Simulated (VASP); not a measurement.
TaN:

```
Ta N
1.0
     0.00000    2.17900    2.17900
     2.17900    0.00000    2.17900
     2.17900    2.17900    0.00000
Ta N
1 1
Direct
  0.50000 0.50000 0.50000
  0.00000 0.00000 0.00000
```

```yaml
Program: VASP 6.6.1
Task: single point
Functional: PBE
Potentials_or_basis: VASP PAW PBE potentials, release 64 (Ta_pv, N)
Cutoff: 520 eV
k_mesh: 10 × 10 × 10
Occupations: fermi-dirac, width 0.05 eV
Spin: no spin polarisation
```

On this cell: pressure 15.4 GPa; largest force zero by symmetry; band gap on the k mesh none (metal or under the smearing width).

The same run follows on a disturbed copy (atoms moved at random, drawn with an rms of 0.05 Å):

```xyz
2
Lattice="0.0000 2.1790 2.1790 2.1790 0.0000 2.1790 2.1790 2.1790 0.0000" Properties=species:S:1:pos:R:3 pbc="T T T"
Ta    2.2481    2.1748    2.1581
N     0.0021    0.0286    0.0338
```

**Question.** What changes?

**Answer.** The energy (extrapolated to zero smearing) moves by +19.7 meV/atom; pressure 17.0 GPa; largest force 0.888 eV/Å; band gap on the k mesh none (metal or under the smearing width).

Forces on the atoms (eV/Å):
```
Ta  -0.642  0.313  0.528
N    0.642 -0.313 -0.528
```

Stress tensor (GPa, compression positive):
```
17.71  0.24  0.39
 0.24 16.17 -0.16
 0.39 -0.16 17.05
```

Caveats: so large a pressure means that the cell lies far from this level's equilibrium, or that cutoff or potentials fall short (some runs).
